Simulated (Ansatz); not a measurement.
Reaction (hydrogen abstraction from the In–H bond): `[OH][InH][SH]` + `F[C](F)F`• → `[OH][In][SH]`• + `FC(F)F`

Calculated with Ansatz (gas phase, PBE0-D4/def2-TZVP geometries, no zero-point term in ΔE). CCSD(T)/CBS adds triple-zeta CCSD(T) − MP2 to the extrapolated MP2 energy (def2 sets, frozen cores). This one scheme is used for every species. Functionals use def2-TZVPP. B3LYP here is the variant with VWN-RPA as its local correlation; programs differ in this. No spin–orbit coupling; open shells (•) take unrestricted orbitals. Elements past krypton have def2 core potentials. For In outer-core shells are correlated without core-valence functions, which leaves a few kJ/mol of doubt a bond. One conformer a species, not always the lowest.

```tsv
level	ΔE (kcal/mol)
PBE-D4	-41.4
ωB97M-V	-41.0
B3LYP	-42.1
HF/def2-TZVPP	-35.6
MP2/def2-TZVPP	-41.8
CCSD(T)/def2-TZVPP	-40.8
HF/CBS(def2)	-35.5
CCSD/CBS(def2)	-40.8
```

**Question.** What does CCSD(T)/CBS give? (Best estimate.)

**Answer.** Ansatz gave: -41.1 kcal/mol. The listed levels differ from it by -0.3, 0.1, -1.0, 5.5, -0.7, 0.3, 5.6, 0.3 kcal/mol.

Largest T1 diagnostic among the species: 0.020.

From PBE to PBE0 (25 % exact exchange), in def2-TZVPP and without D4, ΔE moves by +1.1 kcal/mol. In def2-TZVPP, CCSD(T) changes the Hartree–Fock value by −5.1 kcal/mol (the triples alone add −0.4 kcal/mol) and MP2 by −6.2 kcal/mol.

CCSD(T)/CBS has its own doubt, a few kJ/mol and more with outer-core shells, so smaller differences from it don't rank the levels.
